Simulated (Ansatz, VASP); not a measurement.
## One calculation of Zr, two programs

```
Zr
1.0
     0.00000    2.40716    2.40716
     2.40716    0.00000    2.40716
     2.40716    2.40716    0.00000
Zr
2
Direct
  0.87500 0.87500 0.87500
  0.12500 0.12500 0.12500
```

Change from the starting cell: volume scaled by 0.45, LAPW.

Alike in both runs: task single point; functional PBE; k mesh 11 × 11 × 11; occupations fermi-dirac, width 0.08 eV; no spin polarisation.

|  | VASP | Ansatz |
| --- | --- | --- |
| version | VASP 6.6.1 | Ansatz 0.2.0 |
| potentials or method | VASP PAW PBE potentials, release 64 (Zr_sv), cutoff 520 eV | all-electron LAPW, scalar-relativistic |

|  | VASP | Ansatz | Ansatz less VASP |
| --- | --- | --- | --- |
| pressure (GPa) | 171.1 | 167.5 | -3.66 |

Ansatz ran all-electron here, so the differences hold the error of VASP's frozen core and of both bases.

Caveats: the cell as given lies far from equilibrium; so large a pressure means that the cell lies far from this level's equilibrium, or that cutoff or potentials fall short (VASP).
